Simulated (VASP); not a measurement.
Write the native input for VASP 6.6.1 that does the following.

| Property | Result |
| --- | --- |
| Task | relaxation of cell and atoms |
| Functional | optPBE-vdW |
| Potentials or basis | VASP PAW PBE potentials, release 64 (Ti_sv, O) |
| Cutoff | 600 eV |
| k mesh | 6 × 6 × 9 |
| Occupations | fermi-dirac, width 0.05 eV |
| Spin | no spin polarisation |
| Further INCAR settings | ALGO = Normal; EDIFF = 1e-06; IBRION = 2; EDIFFG = -0.01; NSW = 40; ISIF = 3 |

The structure of TiO2 lies in POSCAR:

```
TiO2
1.0
    4.5998373239      0.0000000000      0.0000000000
    0.0000000000      4.5998373239      0.0000000000
    0.0000000000      0.0000000000      2.9592135600
Ti O
2 4
Direct
    0.0000000000      0.0000000000      0.5000000000
    0.5000000000      0.5000000000      0.0000000000
    0.3043213200      0.3043213200      0.5000000000
    0.1956786800      0.8043213200      0.0000000000
    0.8043213200      0.1956786800      0.0000000000
    0.6956786800      0.6956786800      0.5000000000
```

The cell is a database's computed one.

These files were run (other wordings do the same):

INCAR

```
AGGAC = 0.0 ; ALGO = Normal
EDIFF = 1E-6 ; EDIFFG = -0.01
ENCUT = 600 ; GGA = OR
IBRION = 2 ; ISIF = 3
ISMEAR = -1 ; LASPH = True
LCHARG = False ; LREAL = False
LUSE_VDW = True ; LWAVE = False
NELM = 100 ; NSW = 40
PREC = Accurate ; SIGMA = 0.05
```

KPOINTS

```
k-points
0
Gamma
  6 6 9
```

Potentials or basis: VASP PAW PBE potentials, release 64 (Ti_sv, O).

Launch:

```console
$ cat potpaw_PBE.64/Ti_sv/POTCAR potpaw_PBE.64/O/POTCAR > POTCAR
$ mpirun -np 1 vasp_std > vasp.out
```

It gave:

```
Relaxed volume                         : 10.71 Å³/atom
Relaxed cell                           : a = 4.646 Å, b = 4.646 Å, c = 2.977 Å, α = 90.00°, β = 90.00°, γ = 90.00°
Space group after relaxing (to 0.05 Å) : P4_2/mnm (No. 136)
Energy gained by relaxing              : 5.0 meV/atom
Ionic steps                            : 6
Pressure after relaxing                : 0.1 GPa
Largest force after relaxing           : 0.005 eV/Å
Band gap on the k mesh                 : 1.80 eV, direct
```

Caveat: the PAW data sets were made with another functional, which shifts forces and pressure a little; an odd mesh through Γ misses points on the zone boundary, where band edges often lie.

Run time: 7.4 min on 1 thread of Intel(R) Xeon(R) Platinum 8559C (Emerald Rapids), on a shared host, peak memory 0.48 GiB.
